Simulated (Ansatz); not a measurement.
⁵¹V fingerprints of the forms of VBiO4

All values are calculated (Ansatz; DFT, PBE, plane waves and PAW, scalar-relativistic, 420 eV cutoff), not measured. Q(⁵¹V) = -52.00 mb, I = 7/2. The cells come from the COD, with the atoms relaxed (PBE, cell held). Spin–orbit coupling is left out, which moves gradients at and beside heavy atoms (Bi) by some per cent and at some sites by far more.

Q: Rank the structures by their largest ⁵¹V |C_Q|, smallest first.
A.
VBiO4
Space group I4_1/a:1 (No. 88); a = 5.1470, c = 11.7216 Å.

| site | Wyckoff | site symmetry | x | y | z |
| --- | --- | --- | --- | --- | --- |
| V | 4a | -4.. | 0.0000 | 0.5000 | 0.2500 |
| Bi | 4b | -4.. | 0.5000 | 0.0000 | 0.2500 |
| O | 16f | 1 | 0.6394 | 0.2491 | 0.8286 |
B.
VBiO4
Space group I4_1/amd:1 (No. 141); a = 7.3030, c = 6.5840 Å.

| site | Wyckoff | site symmetry | x | y | z |
| --- | --- | --- | --- | --- | --- |
| V | 4b | -4m2 | 0.0000 | 0.0000 | 0.5000 |
| Bi | 4a | -4m2 | 0.0000 | 0.5000 | 0.2500 |
| O | 16h | .m. | 0.5000 | 0.3183 | 0.8325 |

A: B (3.97 MHz), A (5.47 MHz).
